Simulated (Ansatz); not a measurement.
# SnO: the cost of one run

Program: Ansatz 0.2.0. Level of theory: DFT PBE, scalar-relativistic, plane waves, PAW. These are calculated values, not measurements.

**1. The starting structure**

It takes space group Cmc2_1 (No. 36, orthorhombic). The conventional cell has a = 5.000 Å, b = 5.720 Å, c = 11.120 Å, α = 90.00°, β = 90.00°, γ = 90.00°. Sn (site symmetry m) has 2 O at 2.15 Å as nearest neighbours. Sn (site symmetry m) is surrounded by 2 O at 1.99 Å. O (site symmetry 1) is surrounded by 1 O at 1.80 Å and 2 Sn at 1.99 to 2.15 Å.

Coordinates:

```cif
data_structure
_symmetry_space_group_name_H-M 'Cmc2_1'
_symmetry_Int_Tables_number 36
_cell_length_a 5.0000
_cell_length_b 5.7200
_cell_length_c 11.1200
_cell_angle_alpha 90.000
_cell_angle_beta 90.000
_cell_angle_gamma 90.000
_cell_volume 318.03
loop_
_atom_site_label
_atom_site_type_symbol
_atom_site_symmetry_multiplicity
_atom_site_Wyckoff_symbol
_atom_site_fract_x
_atom_site_fract_y
_atom_site_fract_z
_atom_site_occupancy
Sn1 Sn 4 a 0.00000 0.00000 0.00000 1
Sn2 Sn 4 a 0.50000 0.05900 0.74600 1
O1 O 8 b 0.68000 0.25000 0.62000 1
```

The structure comes from the Crystallography Open Database.

**2. The base run**

input.yaml reads:

```yaml
crystal:
  lattice:
    - [2.5, -2.86, 0.0]
    - [2.5, 2.86, 0.0]
    - [0.0, 0.0, 11.12]
  atoms:
    - { symbol: Sn, position: [0.0, 0.0, 0.0] }
    - { symbol: Sn, position: [0.0, 0.0, 0.5] }
    - { symbol: Sn, position: [0.559, 0.441, 0.254] }
    - { symbol: Sn, position: [0.441, 0.559, 0.754] }
    - { symbol: O, position: [0.93, 0.43, 0.38] }
    - { symbol: O, position: [0.07, 0.57, 0.88] }
    - { symbol: O, position: [0.57, 0.07, 0.38] }
    - { symbol: O, position: [0.43, 0.93, 0.88] }
basis:
  ecutwfc: 500
  fft_grid_basis: typed
kpoints:
  mp_grid: { grid: [8, 8, 4] }
hamiltonian:
  xc: pbe
  pseudopotentials: { kind: paw }
scf:
  occupations: { method: gaussian, width: 0.05 }
output:
  forces: true
  stress: true
  eigenvalues: true
  bader: true
  write_density: true
  volumetric_format: npy
  elf: true
```

On the command line:

```sh
$ ansatz run input.yaml --threads 2 --pin off --max-ram 4096MiB --backend cpu --events-out ev --progress --plain --runs-dir out
```

Q: Estimate wall time and peak memory on 2 threads of Intel Xeon Platinum 8259CL at 2.50GHz (Skylake/Cascade Lake), shared host.

About 1.8 min, with a peak of 0.75 GiB.
